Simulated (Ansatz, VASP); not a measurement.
Two plane-wave programs on Nb

Contents of POSCAR:

```
Nb
1.0
   -1.6846877626      1.6846877626      1.6846877626
    1.6846877626     -1.6846877626      1.6846877626
    1.6846877626      1.6846877626     -1.6846877626
Nb
1
Direct
    0.0000000000      0.0000000000      0.0000000000
```

Contents of INCAR.step1:

```
  PREC = Accurate
  ENCUT = 520
  ISMEAR = 0
  SIGMA = 0.1
  LREAL = F
  LASPH = T
  NELM = 80
  NBANDS = 12
  GGA = PE
  ALGO = Normal
  EDIFF = 1E-4
  LWAVE = T
  LCHARG = F
```

The input INCAR.step2:

```
  PREC = Accurate
  ENCUT = 520
  EDIFF = 1E-7
  ISMEAR = 0
  SIGMA = 0.1
  LREAL = F
  LASPH = T
  NELM = 80
  ALGO = Normal
  ISIF = 2
  LWAVE = F
  LCHARG = F
  METAGGA = R2SCAN
  LMIXTAU = T
  NBANDS = 12
  ISTART = 1
```

KPOINTS

```
regular mesh
0
Gamma
  18 18 18
```

Input for Ansatz:

```yaml
crystal:
  lattice:
    - [-1.6846877626, 1.6846877626, 1.6846877626]
    - [1.6846877626, -1.6846877626, 1.6846877626]
    - [1.6846877626, 1.6846877626, -1.6846877626]
  atoms:
    - { symbol: Nb, position: [0.0, 0.0, 0.0] }
basis:
  ecutwfc: 500
kpoints:
  mp_grid: { grid: [18, 18, 18] }
hamiltonian:
  xc: r2scan
scf:
  occupations: { method: gaussian, width: 0.1 }
output:
  forces: true
  stress: true
  eigenvalues: true
```

Alike in both runs: task single point; functional r2SCAN; k mesh 18 × 18 × 18; occupations gaussian, width 0.1 eV; no spin polarisation.

```csv
,VASP,Ansatz
version,VASP 6.6.1,Ansatz 0.2.0
potentials or method,"VASP PAW PBE potentials, release 64 (Nb_sv)","scalar-relativistic, plane waves, PAW"
plane-wave cutoff (eV),520,500
valence electrons in the cell,13,13
```

|  | VASP | Ansatz | Ansatz less VASP |
| --- | --- | --- | --- |
| gap on the k mesh at the Fermi level (eV) | none | none | - |
| pressure (GPa) | -9.4 | -9.2 | +0.20 |

A gap of «none» marks a metal or a gap that the smearing closes. The functional is the same, so the differences come from potentials, cutoffs and numerics.

Caveats: the PAW data sets were made with another functional, which shifts forces and pressure a little (VASP).
